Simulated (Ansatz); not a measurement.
Ti:

```xyz
2
Lattice="2.9500 0.0000 0.0000 -1.4750 2.5548 0.0000 0.0000 0.0000 4.6800" Properties=species:S:1:pos:R:3 pbc="T T T"
Ti    1.4750    0.8516    3.5100
Ti    0.0000    1.7032    1.1700
```

- Program: Ansatz 0.2.0
- Task: relaxation of cell and atoms
- Functional: HSE06
- Potentials or basis: Ansatz PAW
- Cutoff: 420 eV (not typed: the program's choice for these potentials)
- k mesh: 5 × 5 × 3
- Occupations: fermi-dirac, width 0.05 eV
- Spin: no spin polarisation

At the start: volume 17.64 Å³/atom.

Problem. How do energy, volume and symmetry change on relaxing?

Solution. It ends after 5 steps and the volume is 17.11 Å³/atom (-3.0 %); space group P6_3/mmc (No. 194, to 0.05 Å).

The path:
| step | energy change (eV) | largest force (eV/Å) | volume (Å³) |
| --- | --- | --- | --- |
| 1 | 0.0000 | 0.0000 | 35.27 |
| 2 | -0.0214 | 0.0000 | 34.36 |
| 3 | -0.0222 | 0.0000 | 34.22 |
| 4 | -0.0222 | 0.0000 | 34.23 |
| 5 | -0.0219 | 0.0000 | 34.23 |

Final structure:
```xyz
2
Lattice="2.9503 0.0000 0.0000 -1.4752 2.5550 0.0000 0.0000 0.0000 4.5404" Properties=species:S:1:pos:R:3 pbc="T T T"
Ti    1.4752    0.8517    3.4053
Ti    0.0000    1.7034    1.1351
```

Caveat: the k mesh is coarse (spacing up to 0.49 Å⁻¹), so the values aren't converged, least of all with exact exchange; the plane-wave basis is chosen anew once the cell has moved, so the energies of steps on either side of that aren't comparable; the PAW data sets come from PBE, with cores solved anew for the run's functional, which leaves a small shift of forces and pressure.
